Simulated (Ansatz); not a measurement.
# NaI (model cell, started as CsCl type): following an unstable mode, part 3 of 3

Which phase does NaI (model cell, started as CsCl type) fall into along its unstable mode, and how much energy does it gain?

Ansatz 0.2.0; DFT PBEsol, scalar-relativistic, plane waves, PAW.

So far. Step 5 (Energy along the mode, all amplitudes (two of the runs …): The lowest of the steps tried is the last one, at 0.6 Å, 41.5 meV/atom below the parent; the bottom of the well need not coincide with a step. Step 7 (The new phase in its own primitive cell): The largest force component left is 0.13 meV/Å and the pressure is 0.000 GPa, within the tolerances set. The cell now holds 33.95 Å³/atom. The relaxed cell has a = 5.573, c = 4.372 Å (conventional setting).

The structure was built from a prototype and need not be the compound's stable phase.

## (8) Modes of the new phase, k-mesh 4×4×6

A relaxed structure may still be a saddle point, so its zone-centre modes are computed. The response to a homogeneous field gives the Born charges and the dielectric tensor, and its change with displacement the Raman tensors.

The input, input.yaml:

```yaml
crystal:
  lattice:
    - [5.5727499761, 0.0, 0.0]
    - [0.0, 5.5727499761, 0.0]
    - [0.0, 0.0, 4.3722106501]
  atoms:
    - { symbol: Na, position: [0.5, 0.5, 0.0] }
    - { symbol: Na, position: [0.0, 0.0, 0.0] }
    - { symbol: I, position: [0.0, 0.5, 0.3182964184] }
    - { symbol: I, position: [0.5, 0.0, 0.6817035816] }
kpoints:
  mp_grid: { grid: [4, 4, 6] }
hamiltonian:
  xc: pbesol
scf:
  occupations: { method: fixed }
output:
  eigenvalues: true
phonons:
  method: dfpt
  dielectric: true
  rigid_motions: translations
  raman: true
```

Started as:

```bash
> ansatz run input.yaml --threads 4 --pin off --max-ram 7168MiB --backend cpu --events-out ev --progress --plain --runs-dir out
```

Numbers of over 12 decimals in the logs are rounded to 6 here.

The log of the run:

```text
[...]
Crystal: 4 atoms, lattice volume = 135.781 Å³
Basis set: ecut = 420 eV, 2659 PW (Γ), exchange–correlation on 80×80×60 points (8 copies of the dense FFT grid, shifted against one another)
Bands: 32, of which v1, the nominal top of the filled ones, is band 26 counted from 1 (25 counted from 0)
Symmetry: 16 space group operations
k-points: 42 of 96 (irreducible under 2 space group operations, time reversal used)
[...]
SCF iter   1: F=—  HF=-17821.052169 eV  |F-HF|=—  |Δ(HF+E_count)|=         —  Δρ=1.79e-3  dr2=2.28e-3  ethr=1.77e-3  ⟨swp⟩=5.1  Hψ=4639  notcnv=0  defer=164
[...]
SCF iter  10: F=-17821.049128 eV  HF=-17821.049128 eV  |F-HF|=0.00e0  |Δ(HF+E_count)|=    0.00e0  Δρ=4.14e-8  dr2=2.55e-12  ethr=1.00e-12  ⟨swp⟩=6.5  Hψ=5697  notcnv=0
SCF 1 converged in 10 iterations: F = -17821.049128 eV  dr2 = 2.55e-12
[...]
DFPT response loops at Γ: preconditioner auto → Resta (q_TF=auto, 2.325 Å⁻¹)  ε∞=4.4 (no band partly filled); β = 1.00, the filter's whole step (`scf.mixing.beta` (0.50) is not read by the response loops at its default; to damp them type it under 1.00, their step now; it binds the ground state too); Broyden in place of MSR1
── the response to a field inside a basis, on 6×6×8 k-points: an SCF that follows is theirs, and a resumed run solves both again ──
Bands: 27, of which v1, the nominal top of the filled ones, is band 26 counted from 1 (25 counted from 0)
k-points: 24
[...]
Eigensolver: Dense (24 Hₖ)
SCF iter   1: F=—  HF=-17821.039164 eV  |F-HF|=—  |Δ(HF+E_count)|=         —  Δρ=5.96e-5  dr2=9.62e-7  ethr=1.00e-1
[...]
SCF iter   5: F=-17821.039168 eV  HF=-17821.039168 eV  |F-HF|=1.46e-11  |Δ(HF+E_count)|=   1.56e-9  Δρ=1.33e-7  dr2=1.60e-11  ethr=1.39e-12
SCF 1 converged in 5 iterations: F = -17821.039168 eV  dr2 = 1.60e-11
[...]
WARN: field response: ε∞ stands inside a basis, on 6×6×8 points; the force constants stand on the 4×4×6 k-mesh, whose period is 12.94 times the interband length at k = (0.0000, 0.0000, 0.0000), direct gap 3.098 eV, under 14: take them and everything formed from them as unconverged, and compare with a denser kpoints.mp_grid
SCF converged after 10 iterations
Free energy (F): -17821.049128 eV
[...]
Internal energy: -17821.049128 eV  (E = F + TS)
E sigma→0 (E₀):  -17821.049128 eV
Fermi energy:    3.220816 eV
[...]
--- Band table (eV; the first three rows and the last of 42) ---
  k-point 0: bands = [... 22 lower, 2.6704, 2.8664, 2.8664, 3.2208, 6.3190, 7.0634, 8.7250, 9.7367, ... 2 higher]
  k-point 1: bands = [... 22 lower, 2.1744, 2.7237, 2.8272, 2.8272, 6.9386, 7.2708, 9.5105, 9.9406, ... 2 higher]
  k-point 2: bands = [... 22 lower, 1.7140, 1.9614, 2.6860, 2.6860, 7.8553, 8.0234, 9.6840, 9.6840, ... 2 higher]
  k-point 41: bands = [... 22 lower, 1.4989, 1.4989, 2.3054, 2.3054, 8.7118, 8.7118, 10.2926, 10.2926, ... 2 higher]
--- Phonons (Γ-DFPT): 4 representative perturbations + reference, on 42 of 96 k-points (Σ response iterations 12) ---
  k mesh reduced under 2 symmetry operations, with k and −k counted as one. Each operation leaves every solved perturbation unchanged. A smaller set is not considered because the run solves the response to a homogeneous field
  ASR residual: 6.706e-5 → 0.000e0 eV/Å²; symmetrization residual: 9.562e-6 eV/Å²
  ASR residual per site (eV/Å²): 6.71e-5 6.71e-5 3.92e-5 3.92e-5
  Γ frequencies (cm⁻¹): 0.00 0.00 0.00 52.19 59.60 59.60 68.24 88.65 128.92 128.92 146.67 146.67
  ε∞ (high-frequency dielectric tensor):
        3.469439     0.000000     0.000000
        0.000000     3.469439     0.000000
        0.000000     0.000000     3.498651
  ε⁰ (static dielectric tensor: ions relaxed, cell fixed):
        6.774770    -0.000000     0.000000
       -0.000000     6.774770    -0.000000
        0.000000    -0.000000     9.472127
  ε⁰ − ε∞ (ionic part):
        3.305330    -0.000000     0.000000
       -0.000000     3.305330    -0.000000
        0.000000    -0.000000     5.973476
  softest optical mode at Γ: 52.19 cm⁻¹; the repairs (sum rule, projections) moved no ω² at Γ by more than (1.47 cm⁻¹)²
  Born effective charges Z* (e; rows j = field, columns β = displacement):
    site 0:
         1.21458    0.00000    0.00000
         0.00000    1.21458    0.00000
         0.00000    0.00000    1.12279
    site 1:
         1.21458    0.00000    0.00000
         0.00000    1.21458    0.00000
         0.00000    0.00000    1.12279
    site 2:
        -1.21458   -0.00000    0.00000
        -0.00000   -1.21458    0.00000
         0.00000    0.00000   -1.12279
    site 3:
        -1.21458   -0.00000    0.00000
        -0.00000   -1.21458    0.00000
         0.00000    0.00000   -1.12279
  Z* charge neutrality: 4.781e-4 e pre-enforcement
  solved inside a basis spanned on kpoints, on 6×6×8 k-points transformed towards the longest dipole: ε∞ is read to err by 8.3e-3, Z* by 1.8e-2 e (field_mesh: kpoints solves on kpoints); Z* is corrected for what the basis lacks
  Raman tensors (in the event stream and the table raman_tensors.tsv): an entry may err by 6.2e-3 Å², one of the second-order susceptibility by 1.8e-19 pm/V (basis, points and sum rule); their sum over the sites missed zero by 4.441e-16 Å² ahead of its enforcement
  optical modes at Γ without the LO–TO term, one row a degenerate level:
      ω (cm⁻¹)  modes    IR ((D/Å)²/amu)  static Raman (Å⁴/amu)  depolarisation
         52.19      1             0.0000                 7.1787           0.006
         59.60      2             0.0000                 2.0501           0.750
         68.24      1             0.0000                 1.0837           0.750
         88.65      1             2.9886                 0.0000               —
        128.92      2             6.9944                 0.0000               —
        146.67      2             0.0000                 4.2479           0.750
  optical modes at Γ + LO–TO along q̂ = [1.0000, 0.0000, 0.0000]:
      ω (cm⁻¹)  modes    IR ((D/Å)²/amu)  static Raman (Å⁴/amu)  depolarisation
         52.19      1             0.0000                 7.1787           0.006
         59.60      2             0.0000                 2.0501           0.750
         68.24      1             0.0000                 1.0837           0.750
         88.65      1             2.9886                 0.0000               —
        128.92      1             3.4972                 0.0000               —
        146.67      2             0.0000                 4.2479           0.750
        180.15      1             3.4972                 0.0000               —
  optical modes at Γ + LO–TO along q̂ = [0.0000, 1.0000, 0.0000]:
      ω (cm⁻¹)  modes    IR ((D/Å)²/amu)  static Raman (Å⁴/amu)  depolarisation
         52.19      1             0.0000                 7.1787           0.006
         59.60      2             0.0000                 2.0501           0.750
         68.24      1             0.0000                 1.0837           0.750
         88.65      1             2.9886                 0.0000               —
        128.92      1             3.4972                 0.0000               —
        146.67      2             0.0000                 4.2479           0.750
        180.15      1             3.4972                 0.0000               —
  optical modes at Γ + LO–TO along q̂ = [0.0000, 0.0000, 1.0000]:
      ω (cm⁻¹)  modes    IR ((D/Å)²/amu)  static Raman (Å⁴/amu)  depolarisation
         52.19      1             0.0000                 7.1787           0.006
         59.60      2             0.0000                 2.0501           0.750
         68.24      1             0.0000                 1.0837           0.750
        128.92      2             6.9944                 0.0000               —
        145.87      1             2.9886                 0.0000               —
        146.67      2             0.0000                 4.2479           0.750
```

Wall time 1.8 min (4 threads of Intel Xeon Platinum 8375C at 2.90GHz (Ice Lake), shared host); peak memory 1.8 GiB; 6.9 min of CPU time.

This step gave:

```
sum-rule residual before enforcement                    : 6.71e-5 eV/Å²
miss of the charge sum rule                             : 4.78e-4 e
estimated error of the dielectric tensor                : 0.008258
estimated error of the Born charges                     : 0.01795 e
point group                                             : 4/mmm
highest optical mode at the zone centre (no LO-TO term) : 146.7 cm⁻¹
lowest optical zone-centre mode                         : 52.19 cm⁻¹
mean high-frequency dielectric constant                 : 3.479
largest Born charge (third of the trace)                : 1.184 e
mean static dielectric constant                         : 7.674
top of the zone-centre spectrum with the field          : 180.2 cm⁻¹
```

Without the LO-TO term. Patterns of degenerate modes are one choice out of their space. The modes at Γ (shares of kinetic energy by element, %):

| mode | frequency (cm⁻¹) | symmetry | Na % | I % |
| --- | --- | --- | --- | --- |
| 1 | 0.0 | acoustic | 15 | 85 |
| 2 | 0.0 | acoustic | 15 | 85 |
| 3 | 0.0 | acoustic | 15 | 85 |
| 4 | 52.2 | A1g | 0 | 100 |
| 5 | 59.6 | Eg | 11 | 89 |
| 6 | 59.6 | Eg | 11 | 89 |
| 7 | 68.2 | B1g | 100 | 0 |
| 8 | 88.7 | A2u | 85 | 15 |
| 9 | 128.9 | Eu | 85 | 15 |
| 10 | 128.9 | Eu | 85 | 15 |
| 11 | 146.7 | Eg | 89 | 11 |
| 12 | 146.7 | Eg | 89 | 11 |

Displacements in mode 4 (52.2 cm⁻¹), the largest set to 1:
```
Na1  0.00  0.00  0.00
Na2  0.00  0.00  0.00
I3   0.00  0.00  1.00
I4   0.00  0.00 -1.00
```

Displacements in mode 6 (59.6 cm⁻¹), the largest set to 1:
```
Na1  0.00 -0.81  0.00
Na2  0.00  0.81  0.00
I3   0.00  1.00  0.00
I4   0.00 -1.00  0.00
```

Optical modes at the zone centre, without and with the macroscopic field of the longitudinal modes; each column is sorted by frequency, so a row need not hold one and the same mode. Modes with and without the field, by row:

| rank among optical modes | no field (cm⁻¹) | q along (1, 0, 0) (cm⁻¹) | q along (0, 0, 1) (cm⁻¹) |
| --- | --- | --- | --- |
| 1 | 52.2 | 52.2 | 52.2 |
| 2 | 59.6 | 59.6 | 59.6 |
| 3 | 59.6 | 59.6 | 59.6 |
| 4 | 68.2 | 68.2 | 68.2 |
| 5 | 88.7 | 88.7 | 128.9 |
| 6 | 128.9 | 128.9 | 128.9 |
| 7 | 128.9 | 146.7 | 145.9 |
| 8 | 146.7 | 146.7 | 146.7 |
| 9 | 146.7 | 180.2 | 146.7 |

Born charge (rows field, columns displacement) (e), principal values of the symmetric part by kind of site:

| atom | atoms with these values | low | middle | high | mean |
| --- | --- | --- | --- | --- | --- |
| Na1 | 2 | 1.12 | 1.21 | 1.21 | 1.18 |
| I3 | 2 | -1.21 | -1.21 | -1.12 | -1.18 |

In full for I3:

```
-1.21  0.00  0.00
 0.00 -1.21  0.00
 0.00  0.00 -1.12
```

High-frequency dielectric tensor:

```
3.47 0.00 0.00
0.00 3.47 0.00
0.00 0.00 3.50
```

Static dielectric tensor (ions relaxed, fixed cell):

```
6.77 0.00 0.00
0.00 6.77 0.00
0.00 0.00 9.47
```

Transverse modes. Lines of the infrared spectrum (strongest = 100):

| position (cm⁻¹) | label | relative intensity |
| --- | --- | --- |
| 52 | A1g | 0.0 |
| 60 | Eg | 0.0 |
| 68 | B1g | 0.0 |
| 89 | A2u | 43 |
| 129 | Eu | 100 |
| 147 | Eg | 0.0 |

Activity x (w_L - w)^4 (n + 1)/w, 532 nm, 300 K; modes without the macroscopic field alone. Lines of the Raman spectrum (strongest = 100):

| position (cm⁻¹) | label | relative intensity |
| --- | --- | --- |
| 52 | A1g | 100 |
| 60 | Eg | 22 |
| 68 | B1g | 9.1 |
| 89 | A2u | 0.0 |
| 129 | Eu | 0.0 |
| 147 | Eg | 9.1 |

Before it was imposed, the acoustic sum rule was missed by 6.7e-5 eV/Å² and the charge sum rule by 4.8e-4 e. Small misses are needed for a sound result but don't prove that mesh and cutoff are converged. The lowest optical mode is real, 52.2 cm⁻¹.

The log warns of the k mesh: “the force constants stand on the 4×4×6 k-mesh, whose period is 12.94 times the interband length at k = (0.0000, 0.0000, 0.0000), direct gap 3.098 eV, under 14: take them and everything formed from them as unconverged”.

## (9) What came out

* unstable mode of the parent: q = (0, -0.5, -0.5), 50i cm⁻¹
* depth at the lowest point sampled: 41.5 meV/atom
* largest atomic shift at that point: 0.6 Å
* space group reached (within 0.01 Å): P4/nmm
* energy gained over the parent (first relaxation, on the mesh of the frozen mode): 58.4 meV/atom
* volume per atom, phase reached: 33.9 Å³
* gap on the k-mesh, phase reached: 3.10 eV
* lowest optical zone-centre mode, phase reached: 52.2 cm⁻¹
* highest optical mode at the zone centre (no LO-TO term), phase reached: 147 cm⁻¹

**Reading.** Along this mode the structure falls into P4/nmm, 58.4 meV/atom below the parent. At the parent's cell the well is 41.47 meV/atom deep on the steps tried, with its lowest point at a shift of 0.6 Å. That is the last step tried, so the steps alone don't bracket the bottom of the well. Relaxing atoms and cell changes the gain by +16.89 meV/atom against the lowest step (energies at zero smearing). The new phase has no imaginary mode at the zone centre of its cell; other wavevectors were not checked. Of the 2 patterns followed to their end from this parent, this one reaches the lowest energy. Each path keeps the symmetry of its pattern, so a lower phase may lie along a pattern not tried. With the field response the log warns that the k mesh is coarse for the force constants too, so the frequencies may not be converged. Spin-orbit coupling is left out, which can matter for the heavy elements here. The starting cell was built on a prototype and not taken from a measurement, so the phase need not exist.

[Logs are printed without paths, hosts, clocks, repeated set-up lines and the standing remarks that a program may print on its own settings, such as how far it seeks lower states.]

[Hosts, paths, dates, database ids (printed as entryN), source tags and the programs' standing remarks are cut or masked in the printed files.]
